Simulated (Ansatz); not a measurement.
A series in volume scale on Ca

Plane-wave DFT, scalar-relativistic PAW made under PBE with cores redone for the functional, no dispersion; the given relaxed cell is scaled uniformly, energy at zero smearing counts from the unscaled cell, pressure at the given Fermi-Dirac smearing is positive in compression. The results are calculated, by Ansatz 0.2.0.

The cell before it is scaled or strained (space group Im-3m, No. 229):
```
cell vectors (Å)
  -2.2233     2.2233     2.2233
   2.2233    -2.2233     2.2233
   2.2233     2.2233    -2.2233
atoms (fractions of the cell vectors)
Ca  0.00000  0.00000  0.00000
```

Settings of every row: spin polarised no; functional revPBE; wave cutoff 420 eV; smearing width 0.1 eV; k mesh 11x11x11.

Atom starting moment: 0 on all atoms.

Limits: the cell comes from a prototype or a list of computed structures and needn't be the stable phase.

```csv
row,volume scale,V (Å³/atom),pressure (GPa),energy change per atom (meV)
1,0.88,38.684,2.51,37.51
2,0.92,40.443,?,?
3,0.96,42.201,0.71,3.81
4,1.04,45.718,-0.6,3.26
5,1.08,47.476,-1.1,12.53
6,1.12,49.235,-1.53,26.91
```

Question: what pressure and energy change per atom should row 2 give?

Worked fit of pressure. Take u = (V_r/V)^(2/3) − 1 with V_r = 45.718 Å³ an atom, which is twice the finite (Eulerian) strain; such expansions in the strain, on which the Birch-Murnaghan equation of state is built, carry the rest volume and the bulk modulus. The shown rows have u = 0.11782, 0.05482, 0, -0.02484, -0.04821. Least squares give pressure = −0.595 + 21.437 × u + 41.78 × u² GPa; a straight line predicts inner rows, each left out in turn, worse (root mean square 0.14 against 0.0076 GPa). The rows lie off it by 0.00, 0.00, -0.01, 0.00, 0.00. The pressure vanishes at u = 0.0264, or V = 43.97 Å³ an atom, and there the bulk modulus at fixed shape and fractions is B = −V dP/dV = (2/3)(1 + u) dP/du = 16.2 GPa. The withheld row has u = 0.08517, so the fit gives −0.595 + 21.437 × (0.08517) + 41.78 × (0.08517)² = 1.53 GPa.

The calculation gave 1.53 GPa. The fit meets it to the printed digit.

Worked fit of energy change per atom. Take u = (V_r/V)^(2/3) − 1 with V_r = 45.718 Å³ an atom, which is twice the finite (Eulerian) strain; such expansions in the strain, on which the Birch-Murnaghan equation of state is built, carry the rest volume and the bulk modulus. The shown rows have u = 0.11782, 0.05482, 0, -0.02484, -0.04821. Least squares give energy change per atom = 3.555 − 255.866 × u + 4626.1 × u² meV; a straight line predicts inner rows, each left out in turn, worse (root mean square 15 against 0.63 meV). The rows lie off it by -0.12, 0.38, -0.30, -0.24, 0.27 (root mean square 0.28 meV). The withheld row has u = 0.08517, so the fit gives 3.555 − 255.866 × (0.08517) + 4626.1 × (0.08517)² = 15.32 meV.

The calculation gave 15.86 meV. The fit lies 0.54 meV (3.4 % of the value, 1.6 % of the column's range) below it; its largest miss of a shown row is 0.38 meV.
